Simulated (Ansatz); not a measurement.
## As under changes of volume

One of the cells (21.530 Å³/atom); the others are scaled copies at fixed shape and fractional positions:

```
CELL_PARAMETERS angstrom
1.88080 1.08588 3.51406
-1.88080 1.08588 3.51406
0.00000 -2.17176 3.51406
ATOMIC_POSITIONS crystal
As 0.22600 0.22600 0.22600
As 0.77400 0.77400 0.77400
```

| Item | Value |
| --- | --- |
| Program | Ansatz 0.2.0 |
| Functional | PBE |
| Potentials or basis | Ansatz PAW |
| Cutoff | 420 eV (not typed: the program's choice for these potentials) |
| k mesh | 9 × 9 × 9 |
| Occupations | fermi-dirac, width 0.05 eV |
| Spin | no spin polarisation |

```tsv
volume (Å³/atom)	energy over the lowest point (meV/atom)	pressure (GPa)	largest force (eV/Å)
20.239	?	?	?
20.669	41.17	7.4	0.723
21.100	23.92	5.5	0.571
21.530	11.62	3.7	0.429
21.961	3.81	2.1	0.295
22.392	0.06	0.7	0.169
22.822	0.00	-0.6	0.051
```

Question: What does the run at 20.239 Å³/atom give?

Answer: Energy over the lowest point 63.87 meV/atom; pressure 9.5 GPa; largest force 0.887 eV/Å.

Worked out: A Birch-Murnaghan fit of order 3 (a polynomial in V^(-2/3)) to the other rows has its minimum at 22.61 Å³/atom with B0 = V·E''(V) = 69 GPa and B' = 4.1 at fixed shape and positions, which overstates the stiffness. It gives 63.85 meV/atom at 20.239 Å³/atom, against the run's 63.87, and -dE/dV = 9.5 GPa, against 9.5.

Energies are extrapolated to zero smearing.
